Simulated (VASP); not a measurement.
Wanted: the native input for a VASP 6.6.1 run.

```yaml
Task: single point
Functional: PBE
Potentials_or_basis: VASP PAW PBE potentials, release 64 (Na_pv, I)
Cutoff: 520 eV
k_mesh: 6 × 6 × 6
Occupations: fermi-dirac, width 0.02 eV
Spin: no spin polarisation
Dipole_correction: no
Further_INCAR_settings: ALGO = Normal; EDIFF = 1e-07; NBANDS = 14
```

The structure of NaI lies in POSCAR:

```
NaI
1.0
    0.1332240072      3.6764156882      3.6764156882
    3.6764156882      0.1332240072      3.6764156882
    3.6764156882      3.6764156882      0.1332240072
Na I
1 1
Direct
    0.0035156203      0.0035156203      0.0035156203
    0.2464843797      0.2464843797      0.2464843797
```

The cell was built by a generator and needn't be a form met in nature.

The cell isn't the ideal one: shear_111 strain +5.6%.

One way to write it, as run:

INCAR

```
SYSTEM = NaI
ALGO = Normal ; EDIFF = 1E-7
ENCUT = 520 ; GGA = PE
ISIF = 2 ; ISMEAR = -1
LASPH = .TRUE. ; LCHARG = .FALSE.
LREAL = .FALSE. ; LWAVE = .FALSE.
NBANDS = 14 ; NELM = 100
PREC = Accurate ; SIGMA = 0.02
```

KPOINTS

```
k-points
0
G
  6 6 6
  0 0 0
```

Potentials or basis: VASP PAW PBE potentials, release 64 (Na_pv, I).

The run is started by

```bash
$ cat potpaw_PBE.64/Na_pv/POTCAR potpaw_PBE.64/I/POTCAR > POTCAR
$ mpirun -np 1 vasp_std > vasp.out
```

Results of the run:

The pressure is -0.2 GPa and the band gap on the k mesh is 3.66 eV, direct.

Caveat: spin-orbit coupling is left out, which moves the levels of the heavy elements.

Run time: 36 s on 1 thread of Intel(R) Xeon(R) Platinum 8488C (Sapphire Rapids), on a shared host, peak memory 0.25 GiB.
